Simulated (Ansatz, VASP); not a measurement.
**One calculation of Fe, two programs**

```
Fe
1.0
    -1.41631    1.41631    1.41631
     1.41631   -1.41631    1.41631
     1.41631    1.41631   -1.41631
Fe
1
Direct
  0.00000 0.00000 0.00000
```

Alike in both runs: task single point; functional PBE; k mesh 15 × 15 × 15; occupations fermi-dirac, width 0.01 eV; collinear spin.

|  | VASP | Ansatz |
| --- | --- | --- |
| version | VASP 6.6.1 | Ansatz 0.2.0 |
| potentials or method | VASP PAW PBE potentials, release 64 (Fe) | plane waves (420 eV) with PAW, scalar-relativistic |
| plane-wave cutoff (eV) | 520 | 420 |
| valence electrons in the cell | 8 | 16 |

Ansatz gave:

```
pressure (GPa)                                                : -0.1
net moment per atom (μB)                                      : 2.17
size of the moment on the site where the two differ most (μB) : 2.22
```

What did VASP give for the same quantities?

Pressure (GPa): -0.7; net moment per atom (μB): 2.18; size of the moment on the site where the two differ most (μB): 2.18.

Site moments also hang on the region over which each program counts them. With one functional, cell and mesh, what is left measures potentials, basis and numerics. The two sets of potentials don't hold the same shells in valence.
